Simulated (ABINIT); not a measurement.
# Cu (P-1) in ABINIT: reference runs

Reference runs on Cu: the cell as given.

Program: ABINIT 10.8.3 (patched build). These are calculated values, not measurements. Logs are shortened: lines on timing, memory, paths and dates and some standing lists are left out, and cuts for length are marked. The log counts tension as positive stress, the text compression.

**1. The structure**

The typed cell holds 2 atoms: a = 2.482 Å, b = 2.491 Å, c = 3.974 Å, α = 88.43°, β = 94.71°, γ = 111.04°.

This isn't the form of Cu at room conditions, which is fcc.

**2. Single point, PBE**

The input, run.abi:

```
# Pseudopotentials
pp_dirpath "./"
pseudos "Cu.GGA_PBE-JTH.xml"

# Structure
acell 3*1.0 Angstrom
rprim
    -1.5174913400     1.3756329300     1.4026501800
     1.4751075000    -1.4270945600     1.4121680500
     2.9027529500     2.7128816000    -0.0983950600
ntypat 1
znucl 29
natom 2
typat 1 1
xred
     0.9968402300     0.9996498300     0.0007723400
     0.5031597700     0.5003501700     0.4992276600
chkprim 0
chksymtnons 0
tolsym 1.0e-6

# Plane-wave basis
ecut 26.0
pawecutdg 48.0
pawxcdev 0

# k points
kptopt 1
ngkpt 11 11 7
nshiftk 1
shiftk 0.0 0.0 0.0

# Exchange and correlation
ixc 11

# Bands and occupations
nband 23
occopt 3
tsmear 0.05 eV

# SCF cycle
nstep 100
tolvrs 1.0e-9

# Output
iomode 3
prtwf 0
prteig 0
prtebands 0
enunit 1
prtden 1
prtvha 1
prtvclmb 1
prtpot 1
```

Potentials or basis: JTH PAW PBE v2.0.

Started as:

```console
$ abinit run.abi > log 2>&1
```

run.abo:

```text
.Version 10.8.3 of ABINIT
 Symmetries : space group P-1 (#  2); Bravais aP (primitive triclinic)
================================================================================
 Values of the parameters that define the memory need of the present run
     intxc =       0    ionmov =       0      iscf =      17    lmnmax =      18
     lnmax =       6     mgfft =      36  mpssoang =       3    mqgrid =    3001
     natom =       2  nloc_mem =       2    nspden =       1   nspinor =       1
    nsppol =       1      nsym =       2    n1xccc =       1    ntypat =       1
    occopt =       3   xclevel =       2
       mpw =         992          nfft =       20736          nkpt =         424
 PAW method is used; the additional fine FFT grid is defined by:
   mgfftf=        48    nfftf =     43200
================================================================================
================================================================================

--------------------------------------------------------------------------------
------------- Echo of variables that govern the present computation ------------
--------------------------------------------------------------------------------
 -outvars: echo values of preprocessed input variables --------
            acell      1.8897261259E+00  1.8897261259E+00  1.8897261259E+00 Bohr
              amu      6.35460000E+01
          chkprim           0
      chksymtnons           0
             ecut      2.60000000E+01 Hartree
           enunit           1
                       outvar_i_n : Printing only first  50 k-points.
              ixc          11
                       outvar_i_n : Printing only first  50 k-points.
         kptrlatt       11    0    0      0   11    0      0    0    7
          kptrlen      5.16027215E+01
            natom           2
            nband          23
            ngfft          24      24      36
          ngfftdg          30      30      48
             nkpt         424
            nstep         100
             nsym           2
           ntypat           1
                       prtocc : prtvol=0, do not print more k-points.
           occopt           3
        pawecutdg      4.80000000E+01 Hartree
         pawxcdev           0
        prtebands           0
           prteig           0
           prtpot           1
         prtvclmb           1
           prtvha           1
            prtwf           0
            rprim     -1.5174913400E+00  1.3756329300E+00  1.4026501800E+00
                       1.4751075000E+00 -1.4270945600E+00  1.4121680500E+00
                       2.9027529500E+00  2.7128816000E+00 -9.8395060000E-02
          spgroup           2
           tolsym      1.00000000E-06
           tolvrs      1.00000000E-09
           tsmear      1.83746611E-03 Hartree
            typat      1  1
           useylm           1
                       outvars : Printing only first  50 k-points.
           xangst     -3.5863542568E-02 -5.3213320986E-02  2.8098156847E+00
                       1.4236642576E+00  1.3324616760E+00  1.3632141303E+00
            xcart     -6.7772273359E-02 -1.0055860291E-01  5.3097821084E+00
                       2.6903355420E+00  2.5179876409E+00  2.5761013572E+00
             xred      9.9684023000E-01  9.9964983000E-01  7.7234000000E-04
                       5.0315977000E-01  5.0035017000E-01  4.9922766000E-01
            znucl       29.00000

================================================================================

 chkinp: Checking input parameters for consistency.

================================================================================
== DATASET  1 ==================================================================

--- !DatasetInfo
iteration_state: {dtset: 1, }
dimensions: {natom: 2, nkpt: 424, mband: 23, nsppol: 1, nspinor: 1, nspden: 1, mpw: 992, }
cutoff_energies: {ecut:  26.0, pawecutdg:  48.0, }
electrons: {nelect:   3.80000000E+01, charge:   0.00000000E+00, occopt:   3.00000000E+00, tsmear:   1.83746611E-03, }
meta: {optdriver: 0, ionmov: 0, optcell: 0, iscf: 17, paral_kgb: 0, }
...

 Exchange-correlation functional for the present dataset will be:
  GGA: Perdew-Burke-Ernzerhof functional - ixc=11
  J.P.Perdew, K.Burke, M.Ernzerhof, PRL 77, 3865 (1996)

 Real(R)+Recip(G) space primitive vectors, cartesian coordinates (Bohr,Bohr^-1):
 R(1)= -2.8676430  2.5995695  2.6506247  G(1)= -0.0854227  0.0982384  0.1885067
 R(2)=  2.7875492 -2.6968179  2.6686109  G(2)=  0.0912081 -0.0907835  0.1877106
 R(3)=  5.4854081  5.1266032 -0.1859397  G(3)=  0.0912951  0.0974907  0.0031570
 Unit cell volume ucvol=  1.5428524E+02 bohr^3
 Angles (23,13,12)=  8.84294084E+01  9.47149892E+01  1.11044376E+02 degrees

 Coarse grid specifications (used for wave-functions):

 getcut: wavevector=  0.0000  0.0000  0.0000  ngfft=  24  24  36
         ecut(hartree)=     26.000   => boxcut(ratio)=   2.08938

 Fine grid specifications (used for densities):

 getcut: wavevector=  0.0000  0.0000  0.0000  ngfft=  30  30  48
         ecut(hartree)=     48.000   => boxcut(ratio)=   2.04415

--- Pseudopotential description ------------------------------------------------
- pspini: atom type   1  psp file is ./Cu.GGA_PBE-JTH.xml
 Pseudopotential format is: paw10
 basis_size (lnmax)=  6 (lmn_size= 18), orbitals=   0   0   1   1   2   2
 Spheres core radius: rc_sph= 2.00090475
 Shapefunction is SIN type: shapef(r)=[sin(pi*r/rshp)/(pi*r/rshp)]**2
 Radius for shape functions =  1.80603571
 Compensation charge density is not taken into account in XC energy/potential

   2.82807967E+03                                ecore*ucvol(ha*bohr**3)
--------------------------------------------------------------------------------

[... 7 lines left out ...]

     iter   Etot(hartree)      deltaE(h)  residm     nres2
 ETOT  1  -387.32734792911    -3.873E+02 5.209E+01 2.118E+01
 ETOT  2  -396.96800489696    -9.641E+00 4.293E-01 3.649E+02
 ETOT  3  -396.26526723147     7.027E-01 2.906E-01 1.017E+02
 ETOT  4  -395.93559765056     3.297E-01 1.334E-01 2.986E+00
 ETOT  5  -395.92840676953     7.191E-03 7.991E-02 8.470E-01
 ETOT  6  -395.92705200981     1.355E-03 1.639E-02 7.532E-01
 ETOT  7  -395.92342616350     3.626E-03 6.850E-03 7.771E-03
 ETOT  8  -395.92342222915     3.934E-06 3.717E-03 2.154E-03
 ETOT  9  -395.92343470880    -1.248E-05 2.607E-03 4.640E-03
 ETOT 10  -395.92341214963     2.256E-05 7.950E-04 5.599E-05
 ETOT 11  -395.92341232761    -1.780E-07 1.136E-03 1.723E-05
 ETOT 12  -395.92341232689     7.219E-10 7.738E-04 7.047E-06
 ETOT 13  -395.92341233198    -5.087E-09 1.089E-03 7.233E-07
 ETOT 14  -395.92341233280    -8.210E-10 1.736E-03 1.554E-07
 ETOT 15  -395.92341233283    -3.405E-11 1.642E-03 2.414E-08
 ETOT 16  -395.92341233284    -4.661E-12 1.587E-03 5.680E-10

 At SCF step   16       nres2   =  5.68E-10 < tolvrs=  1.00E-09 =>converged.

 Cartesian components of stress tensor (hartree/bohr^3)
  sigma(1 1)= -3.05255513E-04  sigma(3 2)= -1.56946597E-04
  sigma(2 2)= -2.51854492E-04  sigma(3 1)= -1.56435742E-04
  sigma(3 3)= -2.75637272E-04  sigma(2 1)= -1.48873709E-04

--- !ResultsGS
iteration_state: {dtset: 1, }
comment   : Summary of ground state results
lattice_vectors:
- [ -2.8676430,   2.5995695,   2.6506247, ]
- [  2.7875492,  -2.6968179,   2.6686109, ]
- [  5.4854081,   5.1266032,  -0.1859397, ]
lattice_lengths: [   4.69116,    4.70794,    7.51042, ]
lattice_angles: [ 88.429,  94.715, 111.044, ] # degrees, (23, 13, 12)
lattice_volume:   1.5428524E+02
convergence: {deltae: -4.661E-12, res2:  5.680E-10, residm:  1.587E-03, diffor: null, }
etotal    :  -3.95923412E+02
entropy   :   0.00000000E+00
fermie    :   2.74854965E-01
cartesian_stress_tensor: # hartree/bohr^3
- [ -3.05255513E-04,  -1.48873709E-04,  -1.56435742E-04, ]
- [ -1.48873709E-04,  -2.51854492E-04,  -1.56946597E-04, ]
- [ -1.56435742E-04,  -1.56946597E-04,  -2.75637272E-04, ]
pressure_GPa:   8.1668E+00
xred      :
- [  9.9684E-01,   9.9965E-01,   7.7234E-04, Cu]
- [  5.0316E-01,   5.0035E-01,   4.9923E-01, Cu]
cartesian_forces: # hartree/bohr
- [ -6.70603653E-04,  -6.80963123E-04,   6.46611780E-04, ]
- [  6.70603653E-04,   6.80963123E-04,  -6.46611780E-04, ]
force_length_stats: {min:   1.15391803E-03, max:   1.15391803E-03, mean:   1.15391803E-03, }
...

 Integrated electronic density in atomic spheres:
 ------------------------------------------------
 Atom  Sphere_radius  Integrated_density
    1        2.00090         17.39020538
    2        2.00090         17.39020538

================================================================================

 ----iterations are completed or convergence reached----

 Mean square residual over all n,k,spin=   28.356E-08; max=  15.874E-04
 reduced coordinates (array xred) for    2 atoms
       0.996840230000      0.999649830000      0.000772340000
       0.503159770000      0.500350170000      0.499227660000
 rms dE/dt=  4.4531E-03; max dE/dt=  7.2898E-03; dE/dt below (all hartree)
    1      -0.001866766085     -0.001692648077      0.007289793259
    2       0.001866766085      0.001692648077     -0.007289793259

 cartesian coordinates (angstrom) at end:
    1     -0.03586354256848    -0.05321332098621     2.80981568471403
    2      1.42366425756848     1.33246167598621     1.36321413028597

 cartesian forces (hartree/bohr) at end:
    1     -0.00067060365254    -0.00068096312289     0.00064661178045
    2      0.00067060365254     0.00068096312289    -0.00064661178045
 frms,max,avg= 6.6621489E-04 6.8096312E-04   0.000E+00  0.000E+00  0.000E+00 h/b

 cartesian forces (eV/Angstrom) at end:
    1     -0.03448382629410    -0.03501653167783     0.03325011462767
    2      0.03448382629410     0.03501653167783    -0.03325011462767
 frms,max,avg= 3.4258147E-02 3.5016532E-02   0.000E+00  0.000E+00  0.000E+00 e/A
 length scales=  1.889726125908  1.889726125908  1.889726125908 bohr
              =  1.000000000000  1.000000000000  1.000000000000 angstroms
 Fermi (or HOMO) energy (eV) =   7.47918   Average Vxc (eV)= -12.17309
 Eigenvalues (   eV  ) for nkpt= 424  k points:
 kpt#   1, nband= 23, wtk=  0.00118, kpt=  0.0000  0.0000  0.0000 (reduced coord)
-105.19481 -105.17351  -62.64494  -62.53615  -62.49858  -62.49055  -62.48840  -62.48726
  -2.14643    2.32047    3.66583    4.05697    4.37356    4.51054    5.18088    5.26928
   5.50875    5.51185    6.18690    6.96421   12.33942   25.18996   25.56814
 prteigrs : prtvol=0 or 1, do not print more k-points.

--- !EnergyTerms
iteration_state     : {dtset: 1, }
comment             : Components of total free energy in Hartree
kinetic             :  2.19646063859837E+01
hartree             :  8.09730223038787E+01
xc                  : -5.50627146883177E+00
Ewald energy        : -2.44846823270075E+02
psp_core            :  1.83302027859224E+01
local_psp           : -2.02337570961899E+02
PAW spherical_terms : -6.45004390910377E+01
internal            : -3.95923273316059E+02
'-kT*entropy'       : -1.44875372001833E-04
total_energy        : -3.95923418191431E+02
total_energy_eV     : -1.07736250562361E+04
...

--- !EnergyTermsDC
iteration_state     : {dtset: 1, }
comment             : '"Double-counting" decomposition of free energy'
band_energy         : -3.95027799247821E+01
Ewald energy        : -2.44846823270075E+02
psp_core            :  1.83302027859224E+01
xc_dc               : -7.93705084103248E+01
PAW spherical_terms : -5.05333586382042E+01
internal            : -3.95923267457464E+02
'-kT*entropy'       : -1.44875372001833E-04
total_energy_dc     : -3.95923412332836E+02
total_energy_dc_eV  : -1.07736248968156E+04
...

--- !EnergyTermsWithPAWCore
iteration_state     : {dtset: 1, }
comment             : 'Components of total free energy, including PAW core contributions'
Total energy        : -3.30996980247063E+03
Total energy DC     : -3.30996979661204E+03
Total energy (eV)   : -9.00688667575618E+04
Total energy DC (eV): -9.00688665981413E+04
...

 Cartesian components of stress tensor (hartree/bohr^3)
  sigma(1 1)= -3.05255513E-04  sigma(3 2)= -1.56946597E-04
  sigma(2 2)= -2.51854492E-04  sigma(3 1)= -1.56435742E-04
  sigma(3 3)= -2.75637272E-04  sigma(2 1)= -1.48873709E-04

-Cartesian components of stress tensor (GPa)         [Pressure=  8.1668E+00 GPa]
- sigma(1 1)= -8.98092727E+00  sigma(3 2)= -4.61752830E+00
- sigma(2 2)= -7.40981497E+00  sigma(3 1)= -4.60249844E+00
- sigma(3 3)= -8.10952853E+00  sigma(2 1)= -4.38001573E+00

== END DATASET(S) ==============================================================
================================================================================

 -outvars: echo values of variables after computation  --------
            acell      1.8897261259E+00  1.8897261259E+00  1.8897261259E+00 Bohr
           etotal     -3.9592341233E+02
            fcart     -6.7060365254E-04 -6.8096312289E-04  6.4661178045E-04
                       6.7060365254E-04  6.8096312289E-04 -6.4661178045E-04
            rprim     -1.5174913400E+00  1.3756329300E+00  1.4026501800E+00
                       1.4751075000E+00 -1.4270945600E+00  1.4121680500E+00
                       2.9027529500E+00  2.7128816000E+00 -9.8395060000E-02
           strten     -3.0525551346E-04 -2.5185449174E-04 -2.7563727238E-04
                      -1.5694659700E-04 -1.5643574225E-04 -1.4887370883E-04
           xangst     -3.5863542568E-02 -5.3213320986E-02  2.8098156847E+00
                       1.4236642576E+00  1.3324616760E+00  1.3632141303E+00
             xred      9.9684023000E-01  9.9964983000E-01  7.7234000000E-04
                       5.0315977000E-01  5.0035017000E-01  4.9922766000E-01
 Calculation completed.
```

Run time: 6.6 min. Hardware: 1 thread of Arm Neoverse V1, shared host; peak memory 0.36 GiB.

Results:

| Property | Result |
| --- | --- |
| Free energy | -10773.6249 eV |
| Pressure | 8.2 GPa |
| Largest force | 0.059 eV/Å |
| Band gap on the k mesh | none (metal or under the smearing width) |
| Valence electrons inside the program's atomic spheres | Cu 17.39 (radii [1.0588] Å) |

Forces on the atoms (eV/Å):
```
Cu  -0.034 -0.035  0.033
Cu   0.034  0.035 -0.033
```

Stress tensor (GPa, compression positive):
```
8.98 4.38 4.60
4.38 7.41 4.62
4.60 4.62 8.11
```

Levels at points of the mesh, in eV from the Fermi level:
| k point | band 16 | band 17 | band 18 | band 19 | band 20 | band 21 | band 22 | band 23 |
| --- | --- | --- | --- | --- | --- | --- | --- | --- |
| (0.00, 0.00, 0.00) | -2.21 | -1.97 | -1.97 | -1.29 | -0.51 | 4.86 | 17.71 | 18.09 |
